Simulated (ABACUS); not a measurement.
Fe:

```xyz
1
Lattice="-1.4430 1.4430 1.4430 1.4430 -1.4430 1.4430 1.4430 1.4430 -1.4430" Properties=species:S:1:pos:R:3 pbc="T T T"
Fe    0.0000    0.0000    0.0000
```

```yaml
Program: ABACUS 3.10.1
Task: single point
Functional: PBE
Potentials_or_basis: PseudoDojo NC SR 0.4.1 PBE standard
Cutoff: 1225 eV
Density_cutoff: 4898 eV
Basis: plane waves
k_mesh: 13 × 13 × 13
Occupations: fermi-dirac, width 0.05 eV
Spin: collinear spin, ferromagnetic start
Starting_moments: "[3.0] μB"
```

On this cell: pressure -4.9 GPa; net moment 2.46 μB per cell; band gap on the k mesh none (metal or under the smearing width).

The same run follows on a disturbed copy (cell strained at random at fixed volume):

```
Fe
1.0
    -1.48153    1.43424    1.45901
     1.46753   -1.43096    1.44173
     1.45354    1.40297   -1.45574
Fe
1
Direct
  0.98721 0.99305 0.98531
```

Q: What changes?

A: The energy (extrapolated to zero smearing) moves by +2.0 meV/atom; pressure -4.8 GPa; net moment 2.47 μB per cell; band gap on the k mesh none (metal or under the smearing width).

Stress tensor (GPa, compression positive):
```
-5.77  0.97  0.61
 0.97 -3.57 -0.02
 0.61 -0.02 -5.00
```
